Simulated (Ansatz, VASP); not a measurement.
## KCl: VASP beside Ansatz

Contents of POSCAR:

```
KCl
1.0
    3.7704587559      0.0000000000      0.0000000000
    0.0000000000      3.7704587559      0.0000000000
    0.0000000000      0.0000000000      3.7704587559
K Cl
1 1
Direct
    0.0000000000      0.0000000000      0.0000000000
    0.5000000000      0.5000000000      0.5000000000
```

Contents of INCAR.step1:

```
PREC = Accurate
ENCUT = 600
ISMEAR = 0
SIGMA = 0.02
LREAL = False
LASPH = True
NELM = 80
GGA = PE
ALGO = Normal
EDIFF = 1E-4
LWAVE = True
LCHARG = False
```

INCAR.step2

```
PREC = Accurate
ENCUT = 600
EDIFF = 1E-7
ISMEAR = 0
SIGMA = 0.02
LREAL = False
LASPH = True
NELM = 80
ALGO = Normal
ISIF = 3
LWAVE = False
LCHARG = False
METAGGA = R2SCAN
LMIXTAU = True
IBRION = 2
NSW = 100
EDIFFG = -0.005
ISTART = 1
```

The input KPOINTS:

```
regular mesh
0
Gamma
  6 6 6
```

Input for Ansatz:

```yaml
crystal:
  lattice:
    - [3.7704587559, 0.0, 0.0]
    - [0.0, 3.7704587559, 0.0]
    - [0.0, 0.0, 3.7704587559]
  atoms:
    - { symbol: K, position: [0.0, 0.0, 0.0] }
    - { symbol: Cl, position: [0.5, 0.5, 0.5] }
basis:
  ecutwfc: 500
kpoints:
  mp_grid: { grid: [6, 6, 6] }
hamiltonian:
  xc: r2scan
scf:
  occupations: { method: gaussian, width: 0.02 }
output:
  forces: true
  stress: true
  eigenvalues: true
relax:
  adjacent_minimum: "off"
  f_tol: 0.005
  max_steps: 80
  cell: { stress_tol: 0.05 }
```

Measurements of this composition are mostly on another form, of space group No. 225.

Alike in both runs: task relaxation of cell and atoms; functional r2SCAN; k mesh 6 × 6 × 6; occupations gaussian, width 0.02 eV; no spin polarisation.

|  | VASP | Ansatz |
| --- | --- | --- |
| version | VASP 6.6.1 | Ansatz 0.2.0 |
| potentials or method | VASP PAW PBE potentials, release 64 (K_sv, Cl) | scalar-relativistic, plane waves, PAW |
| plane-wave cutoff (eV) | 600 | 500 |
| valence electrons in the cell | 16 | 16 |

Ansatz gave:

```
gap on the k mesh at the Fermi level, each at its own relaxed structure (eV) : 5.80
relaxed volume (Å³/atom)                                                     : 26.80
relaxed cell length with the largest relative difference (Å)                 : 3.770
```

**Question.** Estimate VASP's values.

**Answer.** gap on the k mesh at the Fermi level, each at its own relaxed structure (eV): 5.81; relaxed volume (Å³/atom): 26.80; relaxed cell length with the largest relative difference (Å): 3.770.

Caveats: the relaxation stopped at its first step, so nothing moved; the PAW data sets were made with another functional, which shifts forces and pressure a little (VASP). A k mesh can miss the band edges. r2SCAN opens gaps a little over a GGA but as a rule still falls short of measured ones.
